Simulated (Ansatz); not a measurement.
# Ag (Im-3m), stationary points along a deformation path

These are results of DFT r2SCAN, scalar-relativistic, plane waves, PAW in Ansatz 0.2.0, not measurements. The runs took a 500 eV cutoff, a Γ-centred 28×28×28 mesh and Gaussian smearing (0.15 eV). No spin polarisation. Energies are free energies at this smearing, counted from the undisturbed cell; pressure is positive in compression.

Zero of the scan (relaxed at this level; with this scan's settings it stands at -0.2 GPa; this bcc form isn't the usual structure):

```
Ag
1.0
    -1.63427    1.63427    1.63427
     1.63427   -1.63427    1.63427
     1.63427    1.63427   -1.63427
Ag
1
Direct
  0.00000 0.00000 0.00000
```

At fixed volume and fractional coordinates, lengths along (0.000, 0.000, 1.000) are scaled against those across it; ρ is that ratio over its starting value. V = 17.459 Å³/atom. Δσ is the stress along the axis less the mean stress across it (compression positive).

| ρ | ΔE (meV/atom) | Δσ (GPa) | space group |
| --- | --- | --- | --- |
| 0.707 | 134.1 | 23.60 | I4/mmm |
| 0.780 | 27.4 | 7.68 | I4/mmm |
| 0.850 | 0.4 | 1.57 | I4/mmm |
| 1.000 | 0.0 | 0.00 | Im-3m |
| 1.200 | -15.3 | 2.09 | I4/mmm |
| 1.414 | -32.3 | 0.00 | Fm-3m |

**Question.** How does the stress give the slope of the energy, and where is the energy stationary?

**Answer.** Along the path d ln(length) is 2/3 d ln ρ on the axis and −1/3 d ln ρ across it, so dE/d ln ρ = −(2/3) V Δσ: the energy falls with ρ where Δσ is positive. Δσ vanishes or changes sign at ρ = 1.000 (Im-3m), a stationary point at 0.0 meV/atom; at ρ = 1.414 (Fm-3m, an end of the scan), at -32.3 meV/atom. Pairs of stationary points between two samples would go unseen, and could change a minimum read from distant neighbours into a maximum. At ρ = 1.000, 1.414 the cell is cubic, where symmetry alone makes the stress isotropic and the slope zero.

**Question.** Is the start the lowest point of the path?

**Answer.** No: ρ = 1.414 lies 32.3 meV/atom lower, with no sampled rise above the start on the way. Volume and inner coordinates are held, so a relaxed structure there would lie lower still.

In a metal these slopes depend on the k mesh and the smearing.

Cost: 6 runs of about 8.7 core-minutes in all, on Intel Xeon Processor @ 2.50GHz (Skylake/Cascade Lake) (shared hosts).